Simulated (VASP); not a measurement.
# A VASP 6.6.1 single-point calculation on NaCl

INCAR

```
ISMEAR = 0
LASPH = .TRUE.
ALGO = Normal
EDIFF = 1E-7
LREAL = .FALSE.
ENCUT = 520
LCHARG = .FALSE.
ISIF = 2
SIGMA = 0.01
NELM = 89
LWAVE = .FALSE.
NBANDS = 14
METAGGA = TPSS
IBRION = -1
PREC = Medium
NSW = 0
```

KPOINTS

```
KPOINTS created by Atomic Simulation Environment
0
Gamma
8 8 8
0 0 0
```

POSCAR

```
Na Cl
 1.0000000000000000
     0.0000000000000000    2.7746718371000001    2.7746718371000001
     2.7746718371000001    0.0000000000000000    2.7746718371000001
     2.7746718371000001    2.7746718371000001    0.0000000000000000
 Na  Cl
   1   1
Cartesian
  0.0000000000000000  0.0000000000000000  0.0000000000000000
  2.7746718371000001  2.7746718371000001  2.7746718371000001
```

The recommended PBE PAW datasets give the neutral cell 14 valence electrons.

Command

```
mpirun -np 1 vasp_std
```

Question: Predict the outcome of this run.

Answer: It converged. Results: gap between bands v and c on the k mesh 5.64 eV; least direct gap on the k mesh 5.64 eV; pressure 2.3 GPa. Band v is the last that the valence electrons fill when counted band by band, and c is the next.

OSZICAR

```
N       E                     dE             d eps       ncg     rms          rms(c)
DAV:   1     0.101160935213E+03    0.10116E+03   -0.76068E+03   824   0.113E+03
DAV:   2    -0.310332740896E+01   -0.10426E+03   -0.96094E+02   900   0.290E+02
DAV:   3    -0.118308682116E+02   -0.87275E+01   -0.86641E+01  1058   0.826E+01
DAV:   4    -0.119807695636E+02   -0.14990E+00   -0.14984E+00   932   0.113E+01
DAV:   5    -0.119837309104E+02   -0.29613E-02   -0.29611E-02  1088   0.169E+00    0.330E+00
DAV:   6    -0.159121209983E+02   -0.39284E+01   -0.39826E+00   812   0.241E+01    0.123E+00
DAV:   7    -0.158523539483E+02    0.59767E-01   -0.15879E-01  1076   0.348E+00    0.779E-01
DAV:   8    -0.158646489162E+02   -0.12295E-01   -0.96031E-02   992   0.234E+00    0.701E-01
DAV:   9    -0.158675711288E+02   -0.29222E-02   -0.11938E-02   926   0.973E-01    0.650E-02
DAV:  10    -0.158676448564E+02   -0.73728E-04   -0.10490E-03  1034   0.220E-01    0.801E-02
DAV:  11    -0.158678056839E+02   -0.16083E-03   -0.29727E-04   932   0.124E-01    0.806E-02
DAV:  12    -0.158677993475E+02    0.63364E-05   -0.30101E-05  1034   0.398E-02    0.171E-02
DAV:  13    -0.158677999953E+02   -0.64783E-06   -0.62708E-06   926   0.186E-02    0.596E-03
DAV:  14    -0.158677998494E+02    0.14593E-06   -0.39348E-07  1058   0.485E-03    0.367E-03
DAV:  15    -0.158678000021E+02   -0.15269E-06   -0.30570E-08   790   0.190E-03    0.554E-04
DAV:  16    -0.158678000108E+02   -0.86557E-08   -0.51890E-09   556   0.668E-04
   1 F= -.15867800E+02 E0= -.15867800E+02  d E =-.143183E-89
```

For comparison, a separate r²SCAN run of the intended cell, on usual settings and not on those above, gives a gap of 6.13 eV on its mesh and a pressure of 0.8 GPa.
